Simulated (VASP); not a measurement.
Runs of VASP 6.6.1 on CuO. The structure is cubic, space group Pm-3m (No. 221). Conventional cell: a = 2.553 Å, b = 2.553 Å, c = 2.553 Å, α = 90.00°, β = 90.00°, γ = 90.00°. Cu (site symmetry m-3m) is surrounded by 8 O at 2.21 Å. O (site symmetry m-3m) has 8 Cu at 2.21 Å as nearest neighbours. Measurements of this composition are mostly on another form, of space group No. 15.

```tsv
level	spin	U	fixed moment (μB)	gap on the mesh (eV)	pressure (GPa)	moment (μB)
r2SCAN+U	collinear, ferromagnetic start	Cu d U = 4 eV	-	none	(b)	1.00
r2SCAN+U	collinear, ferromagnetic start	Cu d U = 7 eV	-	none	7.7	1.00
PBE+U	collinear, ferromagnetic start	Cu d U = 2 eV	-	none	21.1	1.00
r2SCAN+U	collinear, random start	Cu d U = 4 eV	-	none	(a)	0.00
r2SCAN+U	collinear, zero start	Cu d U = 7 eV	-	none	5.2	0.00
r2SCAN+U	collinear, ferromagnetic start	Cu d U = 7 eV	4	-	115.7	4.00
r2SCAN+U	collinear, random start	Cu d U = 7 eV	-	none	7.8	1.00
r2SCAN+U	collinear, ferromagnetic start	Cu d U = 4 eV	0	-	8.2	0.00
```

Alike in all rows: task single point; potentials or basis VASP PAW PBE potentials, release 64 (Cu, O); cell as given; k mesh 7 × 7 × 7; cutoff (eV) 520; smearing gaussian 0.05 eV.

Q: Fill in the values left out.

A: (a) 8.1; (b) 10.9.

Caveats: the PAW data sets were made with another functional, which shifts forces and pressure a little (some runs); a cell with one magnetic atom can't hold antiferromagnetic order, which such compounds often take (some runs); the total moment is fixed, so each spin has its own Fermi level (some runs); the moment is held away from its start (some runs); a pressure of tens of GPa on the cell as given is suspect, and the run, the potentials or the cell itself is likely at fault (some runs).

A gap of «none» marks a metal or a gap under the smearing width.
